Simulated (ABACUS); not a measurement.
**In under changes of volume**

One of the cells (26.686 Å³/atom); the others are scaled copies at fixed shape and fractional positions:

```
In
1.0
    -1.88253    1.88253    1.88253
     1.88253   -1.88253    1.88253
     1.88253    1.88253   -1.88253
In
1
Direct
  0.00000 0.00000 0.00000
```

This isn't the form of In at room conditions, which is tetragonal.

| Property | Result |
| --- | --- |
| Program | ABACUS 3.10.1 |
| Functional | PBE |
| Potentials or basis | PseudoDojo NC SR 0.4.1 PBE standard |
| Cutoff | 966 eV |
| Density cutoff | 3864 eV |
| Basis | plane waves |
| k mesh | 10 × 10 × 10 |
| Occupations | fermi-dirac, width 0.05 eV |
| Spin | no spin polarisation |

| volume (Å³/atom) | energy over the lowest point (meV/atom) | pressure (GPa) |
| --- | --- | --- |
| 25.085 | 32.86 | 4.4 |
| 25.618 | 20.38 | 3.3 |
| 26.152 | ? | ? |
| 26.686 | 4.96 | 1.5 |
| 27.220 | 1.30 | 0.7 |
| 27.753 | 0.00 | 0.0 |
| 28.287 | 0.85 | -0.6 |

Q: What does the run at 26.152 Å³/atom give?

A: Energy over the lowest point 11.22 meV/atom; pressure 2.4 GPa.

Worked out: A Birch-Murnaghan fit of order 3 (a polynomial in V^(-2/3)) to the other rows has its minimum at 27.80 Å³/atom with B0 = V·E''(V) = 33 GPa and B' = 4.7. It gives 11.20 meV/atom at 26.152 Å³/atom, against the run's 11.22, and -dE/dV = 2.3 GPa, against 2.4.

Energies are extrapolated to zero smearing.
